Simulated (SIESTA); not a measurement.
CdSe:

```
Cd Se
1.0
     0.00000    2.87396    2.87396
     2.87396    0.00000    2.87396
     2.87396    2.87396    0.00000
Cd Se
1 1
Direct
  0.00000 0.00000 0.00000
  0.50000 0.50000 0.50000
```

Measurements of this composition are mostly on another form, of space group No. 186.

```yaml
Program: SIESTA 5.4.2
Task: relaxation of cell and atoms
Functional: PBEsol
Potentials_or_basis: PseudoDojo 0.4 standard (PBEsol files)
Basis: DZP (energy shift 0.003 Ry; two zetas on semicore shells)
Grid_cutoff: 800 Ry
Energy_shift: 0.003 Ry
k_mesh: 6 × 6 × 6
Occupations: fermi-dirac, width 0.05 eV
Spin: no spin polarisation
```

At the start: pressure -3.6 GPa; volume 23.74 Å³/atom.

Problem. How do energy, volume and symmetry change on relaxing?

Solution. Over 9 steps the energy falls by 15.3 meV/atom and the volume is 22.45 Å³/atom (-5.4 %); space group Fm-3m (No. 225, to 0.05 Å).

The path:
```
step  energy change (eV)  largest force (eV/Å)  pressure (GPa)  volume (Å³)
   1              0.0000                0.0000           -3.62        47.48
   2             -0.0028                0.0000           -3.50        47.35
   3             -0.0277                0.0000            1.39        44.15
   4             -0.0294                0.0000           -0.80        45.44
   5             -0.0305                0.0000            0.35        44.68
   6             -0.0307                0.0000           -0.10        44.98
   7             -0.0307                0.0000            0.06        44.87
   8             -0.0307                0.0000            0.06        44.87
   9             -0.0307                0.0000            0.02        44.90
```

Final structure:
```
Cd Se
1.0
     0.00022    2.82102    2.82102
     2.82102    0.00022    2.82102
     2.82102    2.82102    0.00022
Cd Se
1 1
Direct
  0.00000 0.00000 0.00000
  0.50000 0.50000 0.50000
```

Caveat: the basis of atomic orbitals isn't converged, which shifts pressures, moduli and gaps.
